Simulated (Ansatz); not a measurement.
# Li (omega type): a single-point run

Aim: a sound single-point run of Li (omega type). The structure is shown as the input types it.

Program: Ansatz 0.2.0. Level of theory: DFT, PBE, all-electron LAPW, scalar-relativistic. These are calculated values, not measurements.

## Step 1: Starting point

The structure is hexagonal, space group P6/mmm (No. 191). Conventional cell: a = 4.484 Å, b = 4.484 Å, c = 2.620 Å, α = 90.00°, β = 90.00°, γ = 120.00°. Li (site symmetry 6/mmm) has 14 Li at 2.62 to 2.90 Å as nearest neighbours. Around Li (site symmetry -6m2) lie 11 Li at 2.59 to 2.90 Å.

Coordinates:

```xyz
3
Lattice="4.4839 0.0000 0.0000 -2.2419 3.8832 0.0000 0.0000 0.0000 2.6204" Properties=species:S:1:pos:R:3 pbc="T T T"
Li    0.0000    0.0000    0.0000
Li    0.0000    2.5888    1.3102
Li    2.2419    1.2944    1.3102
```

## Step 2: The calculation

File input.yaml:

```yaml
crystal:
  lattice:
    - [4.4838788461, 0.0, 0.0]
    - [-2.241939423, 3.8831529882, 0.0]
    - [0.0, 0.0, 2.6204446177]
  atoms:
    - { symbol: Li, position: [0.0, 0.0, 0.0] }
    - { symbol: Li, position: [0.3333333333, 0.6666666667, 0.5] }
    - { symbol: Li, position: [0.6666666667, 0.3333333333, 0.5] }
kpoints:
  mp_grid: { grid: [8, 8, 11] }
scf:
  occupations: { method: fermi_dirac, width: 0.08 }
  max_iter: 75
hamiltonian:
  xc: pbe
  pseudopotentials: { kind: all_electron, lapw: { basis_error: 0.001 } }
output:
  forces: true
  stress: true
  eigenvalues: true
  populations: true
magnetization:
  spin_polarized: true
  initial_magnetization: 1
```

Started as:

```console
$ ansatz run input.yaml --threads 1 --pin off --max-ram 3072MiB --backend cpu --events-out ev --progress --plain --runs-dir out
```

What happens when this is run?

This run ends as converged, with warnings (seeded moment not kept). Its log warns: «the starting moments were not kept: the SCF closed with an absolute magnetisation of 2.1e-6 μB, where they sum to 1 μB in size (3 sites) ...»

The suspect setting: magnetization.spin_polarized is true; magnetization.initial_magnetization is 1. The risk: unrealistic starting moment. The run ends with a total moment of 0.00 μB. The run converged, but that does not make its result sound.

The test: delete magnetization.spin_polarized and magnetization.initial_magnetization (the default then holds).
